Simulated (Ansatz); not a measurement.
Set up this calculation in Ansatz 0.2.0, as the native input.

```
Task                : single point
Functional          : PBE
Potentials or basis : Ansatz PAW
Cutoff              : 420 eV (not typed: the program's choice for these potentials)
k mesh              : 9 × 9 × 5
Occupations         : gaussian, width 0.03 eV
Spin                : no spin polarisation
```

Crystal: PtS2.

```
Pt S
1.0
     3.54320    0.00000    0.00000
    -1.77160    3.06850    0.00000
     0.00000    0.00000    5.03880
Pt S
1 2
Direct
  0.00000 0.00000 0.00000
  0.66667 0.33333 0.77300
  0.33333 0.66667 0.22700
```

One way to write it, as run:

input.yaml

```yaml
crystal:
  lattice:
    - [3.5432, 0.0, 0.0]
    - [-1.7716, 3.0685012107, 0.0]
    - [0.0, 0.0, 5.0388]
  atoms:
    - { symbol: Pt, position: [0.0, 0.0, 0.0] }
    - { symbol: S, position: [0.6666666667, 0.3333333333, 0.773] }
    - { symbol: S, position: [0.3333333333, 0.6666666667, 0.227] }
hamiltonian:
  xc: pbe
  pseudopotentials: { kind: paw }
kpoints:
  mp_grid: { grid: [9, 9, 5] }
scf:
  occupations: { method: gaussian, width: 0.03 }
output:
  forces: true
  stress: true
  eigenvalues: true
```

Potentials or basis: Ansatz PAW.

Run with:

```bash
$ ansatz run input.yaml --threads 2 --pin off --max-ram 5632MiB --backend cpu --events-out ev --progress --plain --runs-dir out
```

It gave:

| Property | Result |
| --- | --- |
| Pressure | 11.6 GPa |
| Largest force | 1.257 eV/Å |
| Band gap on the k mesh | 1.02 eV, indirect (least direct gap 1.07 eV) |

Caveat: odd divisions of the mesh miss points on the zone boundary, where band edges often lie, so the gap on the mesh can be too wide; spin-orbit coupling is left out, which moves the levels of the heavy elements; forces of over 1 eV/Å show positions far from the minimum, so gaps and moduli don't describe the material at rest.

Wall time 1.1 s on 2 threads of Intel(R) Xeon(R) Platinum 8488C (Sapphire Rapids) (shared host), peak memory 0.38 GiB.
